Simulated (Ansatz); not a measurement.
## Cu under pressure: fit and missing row

Cu, P6_3/mmc, a = 2.567 Å, c = 8.387 Å. This isn't the element's structure at ambient conditions. Ansatz: PBE, PAW, 420 eV, Γ-centred 18×18×6 mesh on 4 atoms, Gaussian smearing 0.10 eV; no spin polarisation. Cell and atoms are relaxed at each pressure, and no other structure is tried, so the rows at high pressure may lie past a change of phase.

| V (Å³/atom) | P (GPa) |
| --- | --- |
| ? | 60.03 |
| 10.322 | 30.00 |
| 10.978 | 15.00 |
| 11.379 | 8.00 |
| 11.724 | 3.00 |
| 11.965 | 0.00 |
| 12.238 | -2.99 |

Take V0 = 11.965 Å³/atom, fit the third-order Birch–Murnaghan form to the other rows, and predict the missing volume.

With the Eulerian strain f = ½[(V0/V)^(2/3) − 1] and y = P/[3f(1 + 2f)^(5/2)], the form is the line y = B0 + 1.5 B0 (B0′ − 4) f. Rows (f, y): 0.05174, 151.1; 0.02954, 146.6; 0.01702, 144.1; 0.00683, 141.5; -0.00746, 138.7. Means f = 0.01953, y = 144.40; Σ(Δf)² = 0.002034, ΣΔfΔy = 0.4293; the slope is their ratio. y = 140.3 + 211.1 f GPa, so B0 = 140.3 GPa and B0′ = 4 + 2 × (211.1)/(3 × 140.3) = 5.00. P = 60.03 GPa is met at f = 0.08527 (y = 158.30), so V = V0 (1 + 2f)^(−3/2) = 9.448 Å³/atom. The run gave 9.441 Å³/atom, so the fit is 0.007 Å³/atom too high, a small miss on the scale of the series. The form still works here, 91 % of the fitted range beyond its end.

The mesh isn't the same in all rows (18×18×6, 24×24×6).